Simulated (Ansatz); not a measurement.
# Al3Cu2: straining the crystal, equal strain of all cell vectors

The task here is to estimate one member of a computed series from the others.

Program: Ansatz 0.2.0. Level of theory: DFT r2SCAN, scalar-relativistic, plane waves, PAW. These are calculated values, not measurements.

2 further runs of the same task are left out: 2 set aside as unsound or not needed.

### The system as given

Symmetry: P-3m1, No. 164, trigonal system. Conventional cell: a = 4.102 Å, b = 4.102 Å, c = 4.990 Å, α = 90.00°, β = 90.00°, γ = 120.00°. Around Al (site symmetry -3m) lie 6 Cu at 2.50 Å. Al (site symmetry 3m) is surrounded by 5 Cu at 2.45 to 2.55 Å and 3 Al at 2.80 Å. Cu (site symmetry 3m) has 8 Al at 2.45 to 2.55 Å in its first shell of neighbours.

Coordinates:

```cif
data_structure
_symmetry_space_group_name_H-M 'P-3m1'
_symmetry_Int_Tables_number 164
_cell_length_a 4.1018
_cell_length_b 4.1018
_cell_length_c 4.9899
_cell_angle_alpha 90.000
_cell_angle_beta 90.000
_cell_angle_gamma 120.000
_cell_volume 72.71
loop_
_atom_site_label
_atom_site_type_symbol
_atom_site_symmetry_multiplicity
_atom_site_Wyckoff_symbol
_atom_site_fract_x
_atom_site_fract_y
_atom_site_fract_z
_atom_site_occupancy
Al1 Al 1 a 0.00000 0.00000 0.00000 1
Al2 Al 2 d 0.33333 0.66667 0.35017 1
Cu1 Cu 2 d 0.33333 0.66667 0.84017 1
```

It goes back to an entry of the Materials Project, which need not be the stable form.

This cell was relaxed beforehand with the same method: volume 14.54 Å³/atom, gap on the mesh none (metal).

The unstrained cell was computed beforehand with the same settings: E(σ→0) = -14884.6726 eV for 5 atoms, gap none (metal).

Set-up of the first run:

The input, input.yaml:

```yaml
crystal:
  lattice:
    - [4.0607936653, 0.0, 0.0]
    - [-2.0303968326, 3.5167504737, 0.0]
    - [0.0, 0.0, 4.9399627795]
  atoms:
    - { symbol: Al, position: [0.0, 0.0, 0.0] }
    - { symbol: Al, position: [0.3333333333, 0.6666666667, 0.3501725384] }
    - { symbol: Al, position: [0.6666666667, 0.3333333333, 0.6498274616] }
    - { symbol: Cu, position: [0.3333333333, 0.6666666667, 0.8401683188] }
    - { symbol: Cu, position: [0.6666666667, 0.3333333333, 0.1598316812] }
basis:
  ecutwfc: 500
kpoints:
  mp_grid: { grid: [12, 12, 8] }
hamiltonian:
  xc: r2scan
scf:
  occupations: { method: gaussian, width: 0.1 }
output:
  forces: true
  stress: true
  eigenvalues: true
relax:
  adjacent_minimum: "off"
  f_tol: 0.008
  max_steps: 40
```

Run with:

```console
ansatz run input.yaml --threads 1 --pin off --max-ram 2560MiB --backend cpu --events-out ev --progress --plain --runs-dir out
```

Among the steps run: The cell strained by -1.0 %; The cell strained by +1.0 %; The cell strained by -2.0 %; Strain +2.0 %; At -3.0 %; The cell strained by +3.0 %.

One table of the session follows, with a row left open; its other results are not shown here.

It belongs to the step «Energy and stress against strain (a metal throughout)». Lengths are those of the vectors of the cell that was run; stresses in GPa:

```
strain (%)  ΔE (meV/atom)  a (Å)  b (Å)  c (Å)
      -3.0           47.9  3.979  3.979  4.840
      -2.0           20.5  4.020  4.020  4.890
      -1.0            4.9  4.061  4.061  4.940
      +0.0            0.0  4.102  4.102  4.990
      +1.0            4.7  4.143  4.143  5.040
      +2.0              ?      ?      ?      ?
      +3.0           38.9  4.225  4.225  5.140
```

Q: Estimate the row for strain (%) = +2.0 from the others.

Worked estimate for «ΔE (meV/atom)». A straight line through the neighbours (1.0, 4.7) and (3.0, 38.9) gives 4.7 + (38.9 − 4.7) × (2.0 − 1.0) / (3.0 − 1.0) = 21.8; a parabola fitted to 3 rows on both sides gives 17.7.

As computed: ΔE (meV/atom): 18.0; a (Å): 4.184; b (Å): 4.184; c (Å): 5.090. In «ΔE (meV/atom)» the line misses by +3.8 and the parabola by -0.3.

ΔE is over the unstrained cell. Stress in GPa, positive in compression, on the Cartesian axes of the input. 

Caveats from the session: Warnings in the runs' records: stress scf threshold loose.
